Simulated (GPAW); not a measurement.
# AlN (F-43m) in GPAW: notebook

One crystal, AlN, is run at these levels: MS2, PBE; tasks: band structure, dielectric tensor.

Everything below comes from runs of GPAW 26.7.0. Logs are shortened: lines on timing, memory, paths and dates and some standing lists are left out, and cuts for length are marked. The log counts tension as positive stress, the text compression.

### Step 1. The crystal as given

Symmetry: F-43m, No. 216, cubic system. Conventional cell: a = 4.368 Å, b = 4.368 Å, c = 4.368 Å, α = 90.00°, β = 90.00°, γ = 90.00°. Al (site symmetry -43m) has 4 N at 1.89 Å as nearest neighbours. N (site symmetry -43m) has 4 Al at 1.89 Å as nearest neighbours.

Measurements of this composition are mostly on another form, of space group No. 186.

### Step 2. Band structure, MS2

run.py reads:

```python
from ase import Atoms
from ase.dft.bandgap import bandgap
from ase.io import write
from ase.units import GPa
from gpaw import GPAW, PW

atoms = Atoms(['Al', 'N'],
              cell=[[0.0, 2.1839935596, 2.1839935596],
                    [2.1839935596, 0.0, 2.1839935596],
                    [2.1839935596, 2.1839935596, 0.0]],
              scaled_positions=[[0.0, 0.0, 0.0],
                                [0.25, 0.25, 0.25]],
              pbc=True)

calc = GPAW(mode=PW(800),
            xc='MGGA_X_MS2+GGA_C_REGTPSS',
            kpts={'size': (10, 10, 10), 'gamma': True},
            occupations={'name': 'fermi-dirac', 'width': 0.05},
            nbands=11,
            convergence={'density': 1e-05, 'energy': 1e-05},
            maxiter=150,
            txt='gpaw.txt')
atoms.calc = calc
energy = atoms.get_potential_energy()
forces = atoms.get_forces()
stress = atoms.get_stress()
calc.write('gs.gpw')
write('result.traj', atoms)
print(f'Energy: {energy:.6f} eV')
print('Forces (eV/A):')
print(forces.round(4))
print('Stress (GPa):', (stress / GPa).round(3))
print('Fermi level:', round(calc.get_fermi_level(), 4), 'eV')
print(f'Gap: {bandgap(calc)[0]:.4f} eV, direct: {bandgap(calc, direct=True)[0]:.4f} eV')

path = atoms.cell.bandpath('GXWKGLUWLK,UX', npoints=80, eps=1e-4)
bs_calc = calc.fixed_density(kpts=path, symmetry='off', nbands=19,
                             convergence={'bands': 'CBM+6.0', 'eigenstates': 1e-6}, txt='bands.txt')
bs = bs_calc.band_structure()
bs.write('bs.json')
print(f'Gap on the path: {bandgap(bs_calc)[0]:.4f} eV')
```

Potentials or basis: GPAW PAW data sets (gpaw-data 1.2.1), pw.

Launch:

```
$ OMP_NUM_THREADS=1 python run.py
```

gpaw.txt:

```text
__  _  _
 | _ |_)|_||  |
 |__||  | ||/\| - 26.7.0

Input parameters:
  mode=PW(ecut=800.0),
  convergence={'density': 1e-05, 'energy': 1e-05},
  kpts=MonkhorstPack(size=(10, 10, 10), gamma=True),
  maxiter=150,
  nbands=11,
  occupations=Occupations(name='fermi-dirac', width=0.05),
  xc=XC(name='MGGA_X_MS2+GGA_C_REGTPSS')

Diagonalizing LCAO Hamiltonian
Converting LCAO to pw mode

           N
       Al

Atoms  # Å, Bohr magnetons
|   | symbol |        x |        y |        z |    initial magnetic moments |
|---|--------|----------|----------|----------|-----------------------------|
| 0 |     Al | 0.000000 | 0.000000 | 0.000000 | ( 0.0000,  0.0000,  0.0000) |
| 1 |      N | 1.091997 | 1.091997 | 1.091997 | ( 0.0000,  0.0000,  0.0000) |

Unit cell  # Å
| periodic |        x |        y |        z |  lengths |    angles |
|----------|----------|----------|----------|----------|-----------|
|      yes | 0.000000 | 2.183994 | 2.183994 | 3.088633 | 60.000000 |
|      yes | 2.183994 | 0.000000 | 2.183994 | 3.088633 | 60.000000 |
|      yes | 2.183994 | 2.183994 | 0.000000 | 3.088633 | 60.000000 |

Number of symmetries: 24
Symmetry operations  # r_c * U_cc + t_c -> r_c
|    | kind |            matrix            |
|----|------|------------------------------|
|  0 |  E   |  1, 0, 0,  0, 1, 0,  0, 0, 1 |
|  1 |  σ   |  1, 0, 0,  0, 0, 1,  0, 1, 0 |
|  2 |  σ   |  1, 0,-1,  0, 1,-1,  0, 0,-1 |
|  3 |  C3  |  1, 0,-1,  0, 0,-1,  0, 1,-1 |
|  4 |  C3  |  1,-1, 0,  0,-1, 1,  0,-1, 0 |
|  5 |  σ   |  1,-1, 0,  0,-1, 0,  0,-1, 1 |
|  6 |  σ   |  0, 1, 0,  1, 0, 0,  0, 0, 1 |
|  7 |  C3  |  0, 1, 0,  0, 0, 1,  1, 0, 0 |
|  8 |  C2  |  0, 1,-1,  1, 0,-1,  0, 0,-1 |
|  9 |  S4  |  0, 1,-1,  0, 0,-1,  1, 0,-1 |
| 10 |  C3  |  0, 0, 1,  1, 0, 0,  0, 1, 0 |
| 11 |  σ   |  0, 0, 1,  0, 1, 0,  1, 0, 0 |
| 12 |  S4  |  0, 0,-1,  1, 0,-1,  0, 1,-1 |
| 13 |  C3  |  0, 0,-1,  0, 1,-1,  1, 0,-1 |
| 14 |  S4  |  0,-1, 1,  1,-1, 0,  0,-1, 0 |
| 15 |  C2  |  0,-1, 1,  0,-1, 0,  1,-1, 0 |
| 16 |  C3  |  0,-1, 0,  1,-1, 0,  0,-1, 1 |
| 17 |  S4  |  0,-1, 0,  0,-1, 1,  1,-1, 0 |
| 18 |  S4  | -1, 1, 0, -1, 0, 1, -1, 0, 0 |
| 19 |  C3  | -1, 1, 0, -1, 0, 0, -1, 0, 1 |
| 20 |  C3  | -1, 0, 1, -1, 1, 0, -1, 0, 0 |
| 21 |  S4  | -1, 0, 1, -1, 0, 0, -1, 1, 0 |
| 22 |  σ   | -1, 0, 0, -1, 1, 0, -1, 0, 1 |
| 23 |  C2  | -1, 0, 0, -1, 0, 1, -1, 1, 0 |

BZ-sampling:
  Number of BZ points: 1000
  Number of IBZ points: 47

  Monkhorst-Pack size: [10, 10, 10]
  Monkhorst-Pack shift: [0.05, 0.05, 0.05]

K-points  # in reciprocal-cell coordinates
|     |                                coordinates |     weight |
|-----|--------------------------------------------|------------|
|   0 | (  0.00000000,   0.00000000,   0.00000000) | 0.00100000 |
|   1 | (  0.10000000,   0.10000000,   0.00000000) | 0.00600000 |
|   2 | (  0.10000000,   0.10000000,   0.10000000) | 0.00800000 |
|   3 | (  0.20000000,   0.10000000,   0.10000000) | 0.01200000 |
|   4 | (  0.20000000,   0.20000000,   0.00000000) | 0.00600000 |
|   5 | (  0.20000000,   0.20000000,   0.10000000) | 0.02400000 |
|   6 | (  0.20000000,   0.20000000,   0.20000000) | 0.00800000 |
|   7 | (  0.30000000,   0.20000000,   0.10000000) | 0.02400000 |
|   8 | (  0.30000000,   0.20000000,   0.20000000) | 0.02400000 |
|   9 | (  0.30000000,   0.30000000,   0.00000000) | 0.00600000 |
| ... |                                            |            |
|  46 | (  0.50000000,   0.50000000,   0.50000000) | 0.00400000 |

Plane wave coefficients: 1090
Cutoff: 800.0 eV

Spin-components: 1 (collinear spins)
Bands:           11
Projectors:      10
Spin-degeneracy: 2
Datatype:        complex128

Parallelization:
  kpt:    1
  domain: 1
  band:   1

Density:
  Valence electrons: 8.0
  Components: 1
  Grid points: [21 21 21]
  Charge: 0.0  # |e|

Potential:
  Grid points: [21 21 21]

species:
  Al:
    name:    Aluminium
    Z:       13.0
    valence: 3
    core:    10
    charge:  0.0  # [|e|]
    compensation charges:
      type: gauss
      rc: 0.34  # [Å]
      lmax: 2
    cutoffs:
      filter: 1.91  # [Å]
      core: 2.36  # [Å]
    projectors
    | kind |    occ | energy [eV] | rcut [Å] |
    |------|--------|-------------|----------|
    |   3s |  2.000 |      -7.753 |    1.085 |
    |   3p |  1.000 |      -2.712 |    1.085 |
    |    s |        |      19.459 |    1.085 |
    |    p |        |      24.499 |    1.085 |
    |    d |        |       0.000 |    1.085 |

    Using partial waves for Al as LCAO basis

  N:
    name:    Nitrogen
    Z:       7.0
    valence: 5
    core:    2
    charge:  0.0  # [|e|]
    compensation charges:
      type: gauss
      rc: 0.18  # [Å]
      lmax: 2
    cutoffs:
      filter: 1.11  # [Å]
      core: 0.96  # [Å]
    projectors
    | kind |    occ | energy [eV] | rcut [Å] |
    |------|--------|-------------|----------|
    |   2s |  2.000 |     -18.583 |    0.603 |
    |   2p |  3.000 |      -7.089 |    0.529 |
    |    s |        |       8.629 |    0.603 |
    |    p |        |      20.123 |    0.529 |
    |    d |        |       0.000 |    0.577 |

    Using partial waves for N as LCAO basis

Reference energy: -8085.144769  # eV

eigensolver:
  PPCG
  Converge bands: occupied
  niter=2

density mixing:
  MSR1-Mixer
  Pratt-step length: 0.05
  Maximum mixing coefficient: 0.75
  Old densities: 10
  SVD Regularization: 0.005
  Good broyden scale: 1.0
  Trust region scale: 1.0
  Backstep threshold: 4.0
  History deletion threshold: 6.0
  Fourier metric: weight=20.0, sigma=0.015

occupation numbers:
  Fermi-Dirac:
    width: 0.0500  # eV

poisson solver:
  ecut: 6400.0  # eV

xc functional:
  name: MGGA_X_MS2+GGA_C_REGTPSS with 2 nearest neighbor stencil

convergence criteria:
- Maximum integral of absolute [dens]ity change: 1e-05 electrons / valence electron
- Maximum [total energy] change in last 3 cyles: 1e-05 eV / valence electron
- Maximum integral of absolute [eigenst]ate change: 4e-08 eV^2 / valence electron
maximum number of iterations: 150

SCF iterations
|iter     | |      energy | eigst |  dens |
|---------|-|-------------|-------|-------|
|iter:   1| |  -33.855088 | -0.28 |       |
|iter:   2| |  -20.970358 | -1.18 | -0.52 |
|iter:   3| |  -20.621045 | -1.59 | -0.63 |
|iter:   4| |  -20.742579 | -1.23 | -0.85 |
|iter:   5| |  -20.867225 | -2.31 | -1.36 |
|iter:   6| |  -20.876725 | -3.20 | -1.73 |
|iter:   7| |  -20.876998 | -4.27 | -2.45 |
|iter:   8| |  -20.877121 | -5.47 | -2.99 |
|iter:   9| |  -20.877121 | -7.10 | -4.10 |
|iter:  10| |  -20.877121c| -8.07c| -4.56 |
|iter:  11| |  -20.877121c| -8.87c| -5.56c|

Converged in 11 steps
Energy contributions relative to reference atoms: (reference = -8085.144769)

Energy contributions:
  Kinetic:          13.883360
  Coulomb:         -11.513845
  Zero:              0.061705
  External:          0.000000
  Xc:              -23.308341
  Entropy:          -0.000000
  Spinorbit:         0.000000
  ----------------------------
  Free energy:     -20.877121
  Extrapolated:    -20.877121

dipole moment: (-8.540222, -8.540222, -8.540222)  # |e|*Ang

Fermi level: 6.826
Eigenvalues  # (at kpt = [0.000, 0.000, 0.000])
| band index |      eig [eV] | occ [0-2] |
|------------|---------------|-----------|
|          0 |       -10.153 |     2.000 |
|          1 |         5.715 |     2.000 |
|          2 |         5.715 |     2.000 |
|          3 |         5.717 |     2.000 |
|          4 |        10.287 |     0.000 |
|          5 |        19.081 |     0.000 |
|          6 |        19.082 |     0.000 |
|          7 |        19.082 |     0.000 |
|          8 |        24.252 |     0.000 |
|          9 |        24.258 |     0.000 |
|         10 |        25.537 |     0.000 |

Gap: 3.636 eV
Transition (v -> c):
  (s=0, k=0, n=3, [0.00, 0.00, 0.00]) -> (s=0, k=41, n=4, [0.50, 0.50, 0.00])
Direct/indirect transitions are different
Direct gap: 4.569 eV
Transition at: (s=0, k=0, n=3, [0.00, 0.00, 0.00])

Forces  # eV/Ang
|        x |        y |       z |
|----------|----------|---------|
| -0.00000 | -0.00000 | 0.00000 |  # Al   0
| -0.00000 |  0.00000 | 0.00000 |  # N    1

Stress tensor  # eV/Ang^3
|         x |         y |         z |
|-----------|-----------|-----------|
| -0.006111 |  0.000000 |  0.000000 |
|  0.000000 | -0.006111 | -0.000000 |
|  0.000000 | -0.000000 | -0.006111 |

# Writing to gs.gpw (mode='')
```

stdout:

```text
Energy: -20.877121 eV
Forces (eV/A):
[[-0. -0.  0.]
 [-0.  0.  0.]]
Stress (GPa): [-0.979 -0.979 -0.979 -0.     0.     0.   ]
Fermi level: 6.8258 eV
Gap: 3.6359 eV, direct: 4.5693 eV
Gap on the path: 3.6359 eV
```

Wall time 74 s (1 thread of AMD EPYC 7B13 (Zen 3), shared host); peak memory 0.25 GiB.

What came out:

```
Free energy             : -20.8771 eV
Pressure                : 1.0 GPa
Band gap on the k mesh  : 3.64 eV, indirect (least direct gap 4.57 eV)
Band gap along the path : 3.64 eV, indirect (least direct gap 4.57 eV)
```

Levels at the corners of the path, in eV from the valence-band top:
| point | band 1 | band 2 | band 3 | band 4 | band 5 | band 6 |
| --- | --- | --- | --- | --- | --- | --- |
| Γ | -15.87 | 0.00 | 0.00 | 0.00 | 4.57 | 13.36 |
| X | -13.31 | -4.95 | -1.80 | -1.80 | 3.64 | 9.20 |
| W | -13.26 | -3.82 | -3.46 | -2.70 | 6.40 | 11.99 |
| K | -13.33 | -4.29 | -3.65 | -1.39 | 5.52 | 10.73 |
| Γ | -15.87 | 0.00 | 0.00 | 0.00 | 4.57 | 13.36 |
| L | -13.92 | -5.91 | -0.49 | -0.49 | 7.96 | 10.40 |
| U | -13.33 | -4.29 | -3.65 | -1.39 | 5.52 | 10.73 |
| W | -13.26 | -3.82 | -3.46 | -2.70 | 6.40 | 11.99 |
| L | -13.92 | -5.91 | -0.49 | -0.49 | 7.96 | 10.40 |
| K | -13.33 | -4.29 | -3.65 | -1.39 | 5.52 | 10.73 |
| U | -13.33 | -4.29 | -3.65 | -1.39 | 5.52 | 10.73 |
| X | -13.31 | -4.95 | -1.80 | -1.80 | 3.64 | 9.20 |

Caveat: the PAW data sets were made with another functional, which shifts forces and pressure a little.

(Continued in part 2 of 2.)
